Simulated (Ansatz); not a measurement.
**Structure search for Si5N**

Level of theory: Ansatz 0.2.0, DFT PBE, scalar-relativistic, plane waves, PAW. Settings: cutoff 420 eV, Γ-centred meshes spaced at most about 0.3 Å⁻¹, and about 0.25 Å⁻¹ or finer for metals (2π included), Gaussian smearing. No spin polarisation.

Formation energies are uncorrected and refer to the elements' standard structures at the same level (N₂ as a molecule).

These are static total energies at zero pressure. Larger cells and other orderings weren't all tried, so the list isn't exhaustive. Kohn–Sham gaps at this level usually fall short of measured ones.

Invented guesses were relaxed alike, and ends that match in structure were merged. ΔE counts from the first row. Coordination counts Si atoms around N (those within 1.25 times the shortest such distance or 1.15 times the sum of covalent radii; a plus sign parts nearer from farther groups). The ends were matched against large subsets of the Crystallography Open Database and the Materials Project, so a missing match doesn't prove that a structure is unreported.

```tsv
#	reached from	type and space group	atoms	Å³/atom	coordination	ΔE (meV/atom)	gap on mesh (eV)	in databases
1	a relaxed cell, shaken at random and relaxed again	P1 (No. 1)	12	16.6	N 3	0	0.59	no match
2	random cell	Cm (No. 8)	6	16.7	N 3	134	0.00	no match
3	a relaxed cell, shaken at random and relaxed again	Cm (No. 8)	6	17.6	N 3	185	0.00	no match
4	a cell proposed by chemical analogy	P3m1 (No. 156)	6	17.1	N 1+3	207	0.00	no match
5	LiMg5 type (Cm)	Cm (No. 8)	6	14.9	N 3	233	0.00	no match
6	random cell	I4/mmm (No. 139)	6	15.2	N 4+2	909	0.00	no match
```

The lowest: Space group P1 (No. 1), triclinic, a = 5.767 Å, b = 5.931 Å, c = 6.260 Å, α = 69.7°, β = 82.1°, γ = 86.2°. Si on its first site is surrounded by 2 N at 1.76–1.77 Å and 2 Si at 2.37 Å; around Si on its second site lie 2 N at 1.78 Å and 2 Si at 2.40–2.42 Å; Si on its third site has 4 Si at 2.34–2.44 Å; around Si on its fourth site lie 4 Si at 2.34–2.47 Å; N on its first site is surrounded by 3 Si at 1.76–1.78 Å; 7 more sites not described. Its energy over the elements is −0.018 eV/atom. The formation energy is too near zero to say whether this cell lies below the elements. An observed structure of this formula, if there is one, may be missing.

```xyz
12
Lattice="5.7669 0.0000 0.0000 0.3939 5.9180 0.0000 0.8579 2.1200 5.8274" Properties=species:S:1:pos:R:3 pbc="T T T"
Si    6.3903    7.6096    5.8221
Si    2.6461    5.4425    0.0955
Si    5.8913    2.5890    2.1754
Si    2.4759    2.3019    2.3275
Si    2.7829    1.8664    0.0516
Si    6.0509    4.0626    5.7536
Si    4.8217    7.0459    3.2703
Si    2.0629    5.1803    4.5781
Si    5.1846    4.9076    2.2606
Si    2.8433    4.6220    2.3604
N     4.9301    6.9991    5.0223
N     2.0669    6.8779    5.1319
```

The second: Space group Cm (No. 8), monoclinic, a = 7.247 Å, b = 6.195 Å, c = 4.477 Å, β = 94.1°. Si on a site of symmetry 1 has 1 N at 1.78 Å, 2 Si at 2.34–2.36 Å and 1 Si at 2.55 Å; Si on a second site of symmetry 1 is surrounded by 4 Si at 2.34–2.50 Å; around Si on a site of symmetry m lie 1 N at 1.80 Å and 4 Si at 2.50–2.55 Å; N has 3 Si at 1.78–1.80 Å. Counting Si atoms around N, the first and the second both have N 3. The first and the second both hold Si–Si bonds in all directions. Cells relaxed within their symmetry can be saddle points.

```cif
data_structure
_symmetry_space_group_name_H-M 'Cm'
_symmetry_Int_Tables_number 8
_cell_length_a 7.2474
_cell_length_b 6.1946
_cell_length_c 4.4774
_cell_angle_alpha 90.000
_cell_angle_beta 94.138
_cell_angle_gamma 90.000
_cell_volume 200.49
loop_
_atom_site_label
_atom_site_type_symbol
_atom_site_symmetry_multiplicity
_atom_site_Wyckoff_symbol
_atom_site_fract_x
_atom_site_fract_y
_atom_site_fract_z
_atom_site_occupancy
Si1 Si 4 b 0.71158 0.25875 0.07004 1
Si2 Si 4 b 0.47279 0.31085 0.39485 1
Si3 Si 2 a 0.50858 0.00000 0.75002 1
N1 N 2 a 0.28361 0.00000 0.89655 1
```

Some candidate types were left out of the draw beforehand, so a known form may be missing.
